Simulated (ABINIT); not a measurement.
The system is SnTe.

```
CELL_PARAMETERS angstrom
0.00000 3.15085 3.15085
3.15085 0.00000 3.15085
3.15085 3.15085 0.00000
ATOMIC_POSITIONS crystal
Te 0.50000 0.50000 0.50000
Sn 0.00000 0.00000 0.00000
```

Base run:

| Item | Value |
| --- | --- |
| Program | ABINIT 10.8.3 (patched build) |
| Functional | PW91 |
| Potentials or basis | JTH PAW PBE v2.0 |
| Cutoff | 707 eV |
| k mesh | 7 × 7 × 7 |
| Occupations | fermi-dirac, width 0.05 eV |
| Spin | no spin polarisation |

Its results: pressure 1.9 GPa.

Problem. After a change of settings the same cell gave: pressure -1.8 GPa. Which change was it?
A. functional from PW91 to WC
B. functional from PW91 to BLYP
C. functional from PW91 to LDA
D. functional from PW91 to revPBE

Solution. C.

LDA binds more tightly than PW91, so the same cell stands under less pressure.

Caveats: the PAW data sets were made with another functional, which shifts forces and pressure a little.

Runs at the PBE level aren't shown here.
